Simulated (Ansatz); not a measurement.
Structure types of Cr were relaxed at one common pressure (all-electron LAPW in Ansatz 0.2.0 under PBE, scalar-relativistic, ferromagnetic start, though the moments died away, zero temperature). They take these volumes:

| type | space group | V (Å³/atom) |
| --- | --- | --- |
| bcc | Im-3m | 8.09 |
| hcp | P6_3/mmc | 8.15 |
| diamond | Fd-3m | 9.27 |
| simple hexagonal | P6/mmm | 8.20 |
| omega | P6/mmm | 8.13 |

Q: At about which pressure, and is the densest type also the lowest in enthalpy?

A: 190 GPa. The densest is bcc, and it is also the lowest in enthalpy among these.
